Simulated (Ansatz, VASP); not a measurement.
# One calculation of NiO, two programs

The input INCAR:

```
SYSTEM = NiO
PREC = Accurate ; ENCUT = 520
EDIFF = 1E-7 ; ISMEAR = -1
SIGMA = 0.05 ; LREAL = .False.
LASPH = .True. ; NELM = 120
ALGO = Normal ; ISIF = 2
LWAVE = .False. ; LCHARG = .False.
ISPIN = 2 ; MAGMOM = 1 0
LORBIT = 11 ; LMAXMIX = 4
GGA = PE ; NBANDS = 19
```

Contents of KPOINTS:

```
regular mesh
0
Gamma
  10 10 10
  0 0 0
```

POSCAR

```
NiO
1.0
    0.0000000000      2.2255917617      2.2255917617
    2.2255917617      0.0000000000      2.2255917617
    2.2255917617      2.2255917617      0.0000000000
Ni O
1 1
Direct
    0.0000000000      0.0000000000      0.0000000000
    0.7500000000      0.7500000000      0.7500000000
```

The input input.yaml:

```yaml
crystal:
  lattice:
    - [0.0, 2.2255917617, 2.2255917617]
    - [2.2255917617, 0.0, 2.2255917617]
    - [2.2255917617, 2.2255917617, 0.0]
  atoms:
    - { symbol: Ni, position: [0.0, 0.0, 0.0], spin: 1.0 }
    - { symbol: O, position: [0.75, 0.75, 0.75] }
hamiltonian:
  xc: pbe
  pseudopotentials: { kind: paw }
magnetization:
  spin_polarized: true
kpoints:
  mp_grid: { grid: [10, 10, 10] }
scf:
  occupations: { method: fermi_dirac, width: 0.05 }
output:
  forces: true
  stress: true
  eigenvalues: true
```

Change from the starting cell: volume scaled by 0.98.

Alike in both runs: task single point; functional PBE; k mesh 10 × 10 × 10; occupations fermi-dirac, width 0.05 eV; collinear spin, ferromagnetic start.

```csv
,VASP,Ansatz
version,VASP 6.6.1,Ansatz 0.2.0
potentials or method,"VASP PAW PBE potentials, release 64 (Ni, O)",Ansatz PAW
plane-wave cutoff (eV),520,420
valence electrons in the cell,16,24
```

VASP gave:

```
gap on the k mesh at the Fermi level (eV)                     : none
pressure (GPa)                                                : 3.3
net moment per atom (μB)                                      : 0.94
size of the moment on the site where the two differ most (μB) : 1.47
```

Problem. Estimate Ansatz's values.

Solution. gap on the k mesh at the Fermi level (eV): none; pressure (GPa): 3.1; net moment per atom (μB): 0.95; size of the moment on the site where the two differ most (μB): 1.44.

Site moments also hang on the region over which each program counts them. A gap of «none» marks a metal or a gap that the smearing closes. The two sets of potentials don't hold the same shells in valence.

Caveats: a cell with one magnetic atom can't hold antiferromagnetic order, which such compounds often take; semilocal functionals often make such compounds metallic where correlation or magnetic order opens a gap, which also shifts bond lengths; the pressure holds a Pulay correction of +0.6 GPa for the finite cutoff (Ansatz).
